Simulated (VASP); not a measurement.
# Pt (Fm-3m) in VASP: notebook

One crystal, Pt, is run at these levels: PBE; tasks: single point, relaxation of cell and atoms.

Program: VASP 6.6.1. These are calculated values, not measurements. Logs are shortened: lines on timing, memory, paths and dates and some standing lists are left out, and cuts for length are marked.

## (1) The crystal as given

It takes space group Fm-3m (No. 225, cubic). The conventional cell has a = 3.922 Å, b = 3.922 Å, c = 3.922 Å, α = 90.00°, β = 90.00°, γ = 90.00°. Pt (site symmetry m-3m) has 12 Pt at 2.77 Å as nearest neighbours.

## (2) Single point, PBE

Contents of INCAR:

```
PREC     = Accurate       # precision mode
ENCUT    = 520            # plane-wave cutoff, eV
EDIFF    = 1E-6           # SCF threshold, eV
ISMEAR   = 0              # smearing method
SIGMA    = 0.027000000000000003 # smearing width, eV
LREAL    = False          # projectors in reciprocal space
LASPH    = True           # aspherical terms in the spheres
NELM     = 80             # most SCF steps
ALGO     = Normal         # electronic algorithm
ISIF     = 2              # what is computed and relaxed
LWAVE    = False          # write WAVECAR
LCHARG   = False          # write CHGCAR
GGA      = PE             # functional
NBANDS   = 11             # bands
```

Contents of KPOINTS:

```
Automatic mesh
0
Gamma
  12 12 12
```

Contents of POSCAR:

```
Pt
1.0
    0.0000000000      1.9609000000      1.9609000000
    1.9609000000      0.0000000000      1.9609000000
    1.9609000000      1.9609000000      0.0000000000
Pt
1
Direct
    0.0000000000      0.0000000000      0.0000000000
```

Potentials or basis: VASP PAW PBE potentials, release 64 (Pt).

On the command line:

```
cat potpaw_PBE.64/Pt/POTCAR > POTCAR
mpirun -np 1 vasp_std > vasp.out
```

OUTCAR:

```text
PREC = Accurate
   ENCUT = 520
   EDIFF = 1E-6
   ISMEAR = 0
   LREAL = False
   LASPH = True
   NELM = 80
   ISIF = 2
   GGA = PE

 ion  position               nearest neighbor table
   1  0.000  0.000  0.000-

  LATTYP: Found a face centered cubic cell.
 ALAT       =     3.9218000000

  Lattice vectors:

 A1 = (   0.0000000000,   1.9609000000,   1.9609000000)
 A2 = (   1.9609000000,   0.0000000000,   1.9609000000)
 A3 = (   1.9609000000,   1.9609000000,   0.0000000000)

Analysis of symmetry for initial positions (statically):
=====================================================================
 Subroutine PRICEL returns:
 Original cell was already a primitive cell.

 Routine SETGRP: Setting up the symmetry group for a
 face centered cubic supercell.

 Subroutine GETGRP returns: Found 48 space group operations
 (whereof 48 operations were pure point group operations)
 out of a pool of 48 trial point group operations.

The static configuration has the point symmetry O_h .

Analysis of symmetry for dynamics (positions and initial velocities):
=====================================================================
 Subroutine PRICEL returns:
 Original cell was already a primitive cell.

 Routine SETGRP: Setting up the symmetry group for a
 face centered cubic supercell.

 Subroutine GETGRP returns: Found 48 space group operations
 (whereof 48 operations were pure point group operations)
 out of a pool of 48 trial point group operations.

The dynamic configuration has the point symmetry O_h .

 Subroutine INISYM returns: Found 48 space group operations
 (whereof 48 operations are pure point group operations),
 and found     1 'primitive' translations

----------------------------------------------------------------------------------------

                                     Primitive cell

  volume of cell :      15.0798

  direct lattice vectors                    reciprocal lattice vectors
     0.000000000  1.960900000  1.960900000    -0.254984956  0.254984956  0.254984956
     1.960900000  0.000000000  1.960900000     0.254984956 -0.254984956  0.254984956
     1.960900000  1.960900000  0.000000000     0.254984956  0.254984956 -0.254984956

  length of vectors
     2.773131374  2.773131374  2.773131374     0.441646899  0.441646899  0.441646899

  position of ions in fractional coordinates (direct lattice)
     0.000000000  0.000000000  0.000000000

  ion indices of the primitive-cell ions
   primitive index   ion index
                 1           1

----------------------------------------------------------------------------------------

 KPOINTS: Automatic mesh

Automatic generation of k-mesh.
 Grid dimensions read from file:
 generate k-points for:   12   12   12

 Generating k-lattice:

  Cartesian coordinates                     Fractional coordinates (reciprocal lattice)
    -0.021248746  0.021248746  0.021248746     0.083333333  0.000000000  0.000000000
     0.021248746 -0.021248746  0.021248746     0.000000000  0.083333333  0.000000000
     0.021248746  0.021248746 -0.021248746     0.000000000  0.000000000  0.083333333

  Length of vectors
     0.036803908  0.036803908  0.036803908

  Shift w.r.t. Gamma in fractional coordinates (k-lattice)
     0.000000000  0.000000000  0.000000000

 Subroutine IBZKPT returns following result:
 ===========================================

 Found     72 irreducible k-points:

 Following reciprocal coordinates:
            Coordinates               Weight
  0.000000  0.000000  0.000000      1.000000
  0.083333  0.000000  0.000000      8.000000
  0.166667  0.000000  0.000000      8.000000
  0.250000  0.000000  0.000000      8.000000
  0.333333  0.000000  0.000000      8.000000
  0.416667  0.000000  0.000000      8.000000
[... 16 lines left out ...]
  0.500000  0.166667  0.000000     24.000000
 -0.416667  0.166667  0.000000     24.000000
 [... further k-points ...]
   k-points           NKPTS =     72   k-points in BZ     NKDIM =     72   number of bands    NBANDS=     11
   number of dos      NEDOS =    301   number of ions     NIONS =      1
   total plane-waves  NPLWV =  13824
   dimension x,y,z NGX =    24 NGY =   24 NGZ =   24
   dimension x,y,z NGXF=    48 NGYF=   48 NGZF=   48
   ions per type =               1
   NGX,Y,Z   is equivalent  to a cutoff of  14.39, 14.39, 14.39 a.u.
   NGXF,Y,Z  is equivalent  to a cutoff of  28.78, 28.78, 28.78 a.u.
 SYSTEM =  unknown system
   PREC   = accura    normal or accurate (medium, high low for compatibility)
   ISTART =      0    job   : 0-new  1-cont  2-samecut
   ICHARG =      2    charge: 1-file 2-atom 10-const
   ISPIN  =      1    spin polarized calculation?
   LNONCOLLINEAR =      F non collinear calculations
   LSORBIT =      F    spin-orbit coupling
   LASPH  =      T    aspherical Exc in radial PAW
   ENCUT  =  520.0 eV  38.22 Ry    6.18 a.u.   5.16  5.16  5.16*2*pi/ulx,y,z
   NELM   =     80;   NELMIN=  2; NELMDL= -5     # of ELM steps
   EDIFF  = 0.1E-05   stopping-criterion for ELM
   LREAL  =      F    real-space projection
   EDIFFG = 0.1E-04   stopping-criterion for IOM
   NSW    =      0    number of steps for IOM
   IBRION =     -1    ionic relax: 0-MD 1-quasi-New 2-CG
   NFREE  =      0    steps in history (QN), initial steepest desc. (CG)
   ISIF   =      2    stress and relaxation
   ISYM   =      2    0-nonsym 1-usesym 2-fastsym
   POTIM  = 0.5000    time-step for ionic-motion
   TEBEG  =    0.0;   TEEND  =   0.0 temperature during run
   PSTRESS=    0.0 pullay stress
   NELECT =      10.0000    total number of electrons
   NUPDOWN=      -1.0000    fix difference up-down
   EMIN   =  10.00;   EMAX   =-10.00  energy-range for DOS
   EFERMI =   0.00;   METHOD = LEGACY
   ISMEAR =     0;   SIGMA  =   0.03  broadening in eV -4-tet -1-fermi 0-gaus
   EFERMI_NEDOS =   21; number of points for ismear=-14 and -15
   IALGO  =     38    algorithm
   IMIX   =      4    mixing-type and parameters
     AMIX     =   0.40;   BMIX     =  1.00
     AMIX_MAG =   1.60;   BMIX_MAG =  1.00
  volume/ion in A,a.u.               =      15.08       101.76
  Fermi-wavevector in a.u.,A,eV,Ry     =   1.427609  2.697791 27.729605  2.038068
  Thomas-Fermi vector in A             =   2.547760
   LORBIT       =      0    0 simple, 1 ext, 2 COOP (PROOUT), +10 PAW based schemes
   GGA     = PE    functional components
   LHFCALC =     F    Hartree Fock is set to
   AEXX    =    0.0000 exact exchange contribution
   IVDW    =     0    specifies the selected vdW correction
   LEPSILON=     F    determine dielectric tensor
   LRPA    =     F    only Hartree local field effects (RPA)
 non-spin polarized calculation
 Gauss-broadening in eV      SIGMA  =   0.03
  energy-cutoff  :      520.00
  volume of cell :       15.08
 maximum number of plane-waves:       419
 NGX is ok and might be reduce to    24
   NGX = 11   NGY = 11   NGZ = 11

 number of electron      10.0000000 magnetization

 Free energy of the ion-electron system (eV)
  ---------------------------------------------------
  ext. energy  EPLUGINS =         0.00000000
  ---------------------------------------------------
  free energy    TOTEN  =        -6.08373136 eV

  energy without entropy =       -6.08200710  energy(sigma->0) =       -6.08286923

 E-fermi :  11.2954     XC(G=0): -13.4889

 val. band max:       11.2918409988   @ k =  -0.4167   0.4167   0.1667
 cond. band min:      11.2987108388   @ k =   0.5000   0.4167   0.0833
 fundamental gap:      0.0068698400
 Fermi energy:        11.2953940594

 k-point     1 :       0.0000    0.0000    0.0000
  band No.  band energies     occupation
      1       1.0490      2.00000
      2       7.4877      2.00000
      3       7.4877      2.00000
      4       7.4877      2.00000
      5       9.6444      2.00000
      6       9.6444      2.00000
      7      25.9052      0.00000
      8      30.8720      0.00000
      9      30.8720      0.00000
     10      30.8720      0.00000
     11      36.2129      0.00000

 k-point     2 :       0.0833    0.0000    0.0000
  band No.  band energies     occupation
      1       1.3267      2.00000
      2       7.3668      2.00000
      3       7.5955      2.00000
      4       7.5955      2.00000
      5       9.5863      2.00000
      6       9.5863      2.00000
      7      26.3320      0.00000
      8      29.5457      0.00000
      9      31.2996      0.00000
     10      31.2996      0.00000
     11      37.5836      0.00000

 k-point     3 :       0.1667    0.0000    0.0000
  band No.  band energies     occupation
      1       2.0969      2.00000
      2       7.1253      2.00000
      3       7.8150      2.00000
      4       7.8150      2.00000
      5       9.5393      2.00000
      6       9.5393      2.00000
      7      27.1741      0.00000
      8      27.3345      0.00000
      9      32.4894      0.00000
     10      32.4894      0.00000
     11      36.2181      0.00000

 k-point     4 :       0.2500    0.0000    0.0000
  band No.  band energies     occupation
      1       3.0967      2.00000
      2       7.1353      2.00000
      3       7.8604      2.00000
      4       7.8604      2.00000
      5       9.8215      2.00000
      6       9.8215      2.00000
      7      24.5770      0.00000
      8      27.6471      0.00000
      9      33.9229      0.00000
     10      33.9229      0.00000
     11      34.7927      0.00000
[... 239 lines left out ...]
 k-point    22 :       0.4167    0.1667    0.0000
  band No.  band energies     occupation
      1       4.6195      2.00000
      2       6.8189      2.00000
      3       7.3545      2.00000
      4       8.3864      2.00000
      5      11.2527      1.97481
      6      11.8100      0.00000
      7      20.7247      0.00000
      8      27.2297      0.00000
      9      28.6223      0.00000
     10      30.4853      0.00000
     11      37.9125      0.00000

 k-point    23 :       0.5000    0.1667    0.0000
  band No.  band energies     occupation
      1       4.7045      2.00000
      2       6.8309      2.00000
      3       8.0803      2.00000
      4       8.1953      2.00000
      5      11.3805      0.00001
      6      13.7459      0.00000
      7      17.7380      0.00000
      8      26.4690      0.00000
      9      28.6974      0.00000
     10      29.1092      0.00000
     11      38.6019      0.00000

 k-point    24 :      -0.4167    0.1667    0.0000
  band No.  band energies     occupation
      1       4.7629      2.00000
      2       6.8448      2.00000
      3       8.1057      2.00000
      4       8.3945      2.00000
      5      10.9820      2.00000
      6      14.3051      0.00000
      7      17.3056      0.00000
      8      26.0859      0.00000
      9      28.1858      0.00000
     10      29.8221      0.00000
     11      38.1477      0.00000

 [... further k-points ...]

------------------------ aborting loop because EDIFF is reached ----------------------------------------

  FORCE on cell =-STRESS in cart. coord.  units (eV):
  Direction    XX          YY          ZZ          XY          YZ          ZX
  --------------------------------------------------------------------------------------
  -------------------------------------------------------------------------------------
  Total        0.9124091      0.9124091      0.9124091      0.0000000      0.0000000      0.0000000
  in kB       96.9401852     96.9401852     96.9401852      0.0000000      0.0000000      0.0000000
  external PRESSURE =      96.9401852 kB  Pullay stress =       0.0000000 kB

 VOLUME and BASIS-vectors are now :
 -----------------------------------------------------------------------------
  energy-cutoff  :      520.00
  volume of cell :       15.08
      direct lattice vectors                 reciprocal lattice vectors
     0.000000000  1.960900000  1.960900000    -0.254984956  0.254984956  0.254984956
     1.960900000  0.000000000  1.960900000     0.254984956 -0.254984956  0.254984956
     1.960900000  1.960900000  0.000000000     0.254984956  0.254984956 -0.254984956

 POSITION                                       TOTAL-FORCE (eV/Angst)
 -----------------------------------------------------------------------------------
      0.00000      0.00000      0.00000         0.000000      0.000000      0.000000
 -----------------------------------------------------------------------------------
    total drift:                               -0.000000      0.000000     -0.000000

  FREE ENERGIE OF THE ION-ELECTRON SYSTEM (eV)
  ---------------------------------------------------
  free  energy   TOTEN  =        -6.0837313641 eV

  energy  without entropy=       -6.0820070961  energy(sigma->0) =       -6.08286923
```

It took 4.9 s on 1 thread of Intel Xeon 6975P-C (Granite Rapids), shared host; peak memory 0.14 GiB.

What came out:

```yaml
Free_energy: -6.0837 eV
Pressure: 9.7 GPa
Band_gap_on_the_k_mesh: none (metal or under the smearing width)
```

## (3) Relaxation of cell and atoms, PBE

Contents of INCAR:

```
SYSTEM = Pt
PREC = Accurate
ENCUT = 580
EDIFF = 1E-6
ISMEAR = -1
SIGMA = 0.05
LREAL = .FALSE.
LASPH = .TRUE.
NELM = 100
ALGO = Fast
ISIF = 3
LWAVE = .FALSE.
LCHARG = .FALSE.
GGA = PE
IBRION = 2
NSW = 60
EDIFFG = -0.02
```

Contents of KPOINTS:

```
Automatic mesh
0
G
  12 12 12
  0 0 0
```

POSCAR is that of step 2.

Potentials or basis: VASP PAW PBE potentials, release 64 (Pt).

On the command line:

```
cat potpaw_PBE.64/Pt/POTCAR > POTCAR
mpirun -np 1 vasp_std > vasp.out
```

It took 15 s on 1 thread of Intel Xeon 6975P-C (Granite Rapids), shared host; peak memory 0.16 GiB.

The run converged. Its results:

```
Free energy                            : -6.1091 eV
Relaxed volume                         : 15.63 Å³/atom
Relaxed cell                           : a = 2.806 Å, b = 2.806 Å, c = 2.806 Å, α = 60.00°, β = 60.00°, γ = 60.00°
Space group after relaxing (to 0.05 Å) : Fm-3m (No. 225)
Energy gained by relaxing              : 16.0 meV/atom
Ionic steps                            : 4
Pressure after relaxing                : 0.0 GPa
Band gap on the k mesh                 : none (metal or under the smearing width)
```

The path:
| step | energy change (eV) | largest force (eV/Å) | pressure (GPa) | volume (Å³) |
| --- | --- | --- | --- | --- |
| 1 | 0.0000 | 0.0000 | 9.81 | 15.08 |
| 2 | 0.0825 | 0.0000 | -18.17 | 17.19 |
| 3 | -0.0160 | 0.0000 | -0.29 | 15.65 |
| 4 | -0.0160 | 0.0000 | -0.04 | 15.63 |

Final structure:
```cif
data_structure
_symmetry_space_group_name_H-M 'P 1'
_symmetry_Int_Tables_number 1
_cell_length_a 2.8064
_cell_length_b 2.8064
_cell_length_c 2.8064
_cell_angle_alpha 60.000
_cell_angle_beta 60.000
_cell_angle_gamma 60.000
_cell_volume 15.63
loop_
_atom_site_label
_atom_site_type_symbol
_atom_site_fract_x
_atom_site_fract_y
_atom_site_fract_z
_atom_site_occupancy
Pt1 Pt 0.00000 0.00000 0.00000 1
```

Levels at points of the mesh, in eV from the Fermi level:
| k point | band 1 | band 2 | band 3 | band 4 | band 5 | band 6 | band 7 | band 8 | band 9 |
| --- | --- | --- | --- | --- | --- | --- | --- | --- | --- |
| (0.00, 0.00, 0.00) | -9.84 | -3.59 | -3.59 | -3.59 | -1.55 | -1.55 | 14.71 | 19.48 | 19.48 |
| (0.50, 0.00, 0.00) | -6.97 | -3.64 | -3.64 | -0.35 | 0.02 | 0.02 | 5.56 | 14.27 | 18.71 |
| (0.50, 0.50, 0.00) | -6.71 | -6.27 | -0.01 | 0.45 | 0.45 | 1.83 | 8.48 | 11.26 | 11.26 |

## (4) Relaxation of cell and atoms, PBE

Contents of INCAR:

```
PREC = Accurate ; ENCUT = 600
EDIFF = 1E-6 ; ISMEAR = -1
SIGMA = 0.05 ; LREAL = F
LASPH = T ; NELM = 100
ALGO = Normal ; ISIF = 3
LWAVE = F ; LCHARG = F
GGA = PE ; IBRION = 2
NSW = 60 ; EDIFFG = -0.005
```

Contents of KPOINTS:

```
regular mesh
0
Gamma
  12 12 12
```

POSCAR is that of step 3.

On the command line:

```
cat potpaw_PBE.64/Pt/POTCAR > POTCAR
mpirun -np 1 vasp_std > vasp.out
```

Run time: 12 s. Hardware: 1 thread of Intel Xeon 6975P-C (Granite Rapids), shared host; peak memory 0.16 GiB.

The run converged. Its results:

| Property | Result |
| --- | --- |
| Free energy | -6.1092 eV |
| Relaxed volume | 15.63 Å³/atom |
| Relaxed cell | a = 2.806 Å, b = 2.806 Å, c = 2.806 Å, α = 60.00°, β = 60.00°, γ = 60.00° |
| Space group after relaxing (to 0.05 Å) | Fm-3m (No. 225) |
| Energy gained by relaxing | 16.1 meV/atom |
| Ionic steps | 4 |
| Pressure after relaxing | 0.0 GPa |
| Band gap on the k mesh | none (metal or under the smearing width) |

The path:
```tsv
step	energy change (eV)	largest force (eV/Å)	pressure (GPa)	volume (Å³)
1	0.0000	0.0000	9.84	15.08
2	0.0828	0.0000	-18.20	17.19
3	-0.0161	0.0000	-0.31	15.65
4	-0.0161	0.0000	-0.03	15.63
```

Final structure:
```
Pt
1.0
     0.00000    1.98446    1.98446
     1.98446    0.00000    1.98446
     1.98446    1.98446    0.00000
Pt
1
Direct
  0.00000 0.00000 0.00000
```

Levels at points of the mesh, in eV from the Fermi level:
```tsv
k point	band 2	band 3	band 4	band 5	band 6	band 7	band 8	band 9
(0.00, 0.00, 0.00)	-3.59	-3.59	-3.59	-1.55	-1.55	14.71	19.48	19.48
(0.50, 0.00, 0.00)	-3.64	-3.64	-0.35	0.02	0.02	5.56	14.27	18.71
(0.50, 0.50, 0.00)	-6.27	-0.01	0.45	0.45	1.83	8.48	11.26	11.26
```

Spin-orbit coupling is left out, which matters for the levels of Pt. Zero-point motion and thermal expansion aren't in these numbers.

## (5) Relaxation of cell and atoms, PBE

Contents of INCAR:

```
ALGO = Fast
EDIFF = 1E-7
EDIFFG = -0.005
ENCUT = 680
GGA = PE
IBRION = 2
ISIF = 3
ISMEAR = -1
LASPH = T
LCHARG = F
LREAL = F
LWAVE = F
NELM = 80
NSW = 60
PREC = Accurate
SIGMA = 0.05
```

Contents of KPOINTS:

```
k-points
0
Gamma
  12 12 12
```

POSCAR is that of step 4.

Potentials or basis: VASP PAW PBE potentials, release 64 (Pt_sv_GW).

On the command line:

```
cat potpaw_PBE.64/Pt_sv_GW/POTCAR > POTCAR
mpirun -np 1 vasp_std > vasp.out
```

Run time: 35 s. Hardware: 1 thread of Intel Xeon 6975P-C (Granite Rapids), shared host; peak memory 0.16 GiB.

The run converged. Its results:

```yaml
Free_energy: -6.0832 eV
Relaxed_volume: 15.63 Å³/atom
Relaxed_cell: a = 2.806 Å, b = 2.806 Å, c = 2.806 Å, α = 60.00°, β = 60.00°, γ = 60.00°
Space_group_after_relaxing_to_0.05_Å: Fm-3m (No. 225)
Energy_gained_by_relaxing: 16.3 meV/atom
Ionic_steps: 4
Pressure_after_relaxing: 0.0 GPa
Band_gap_on_the_k_mesh: none (metal or under the smearing width)
```

The path:
| step | energy change (eV) | largest force (eV/Å) | pressure (GPa) | volume (Å³) |
| --- | --- | --- | --- | --- |
| 1 | 0.0000 | 0.0000 | 9.87 | 15.08 |
| 2 | 0.0847 | 0.0000 | -18.51 | 17.20 |
| 3 | -0.0163 | 0.0000 | -0.30 | 15.65 |
| 4 | -0.0163 | 0.0000 | -0.02 | 15.63 |

Final structure:
```
CELL_PARAMETERS angstrom
0.00000 1.98449 1.98449
1.98449 0.00000 1.98449
1.98449 1.98449 0.00000
ATOMIC_POSITIONS crystal
Pt 0.00000 0.00000 0.00000
```

Levels at points of the mesh, in eV from the Fermi level:
```
           k point  band 6  band 7  band 8  band 9  band 10  band 11  band 12  band 13
(0.00, 0.00, 0.00)   -3.59   -3.59   -3.59   -1.56    -1.56    14.70    19.45    19.45
(0.50, 0.00, 0.00)   -3.65   -3.65   -0.34    0.02     0.02     5.56    14.26    18.71
(0.50, 0.50, 0.00)   -6.27   -0.01    0.45    0.45     1.84     8.49    11.28    11.28
```

The run has no spin-orbit coupling, so splittings on Pt are missing. Zero-point motion and thermal expansion aren't in these numbers.

(Part 1 of 2 ends here.)
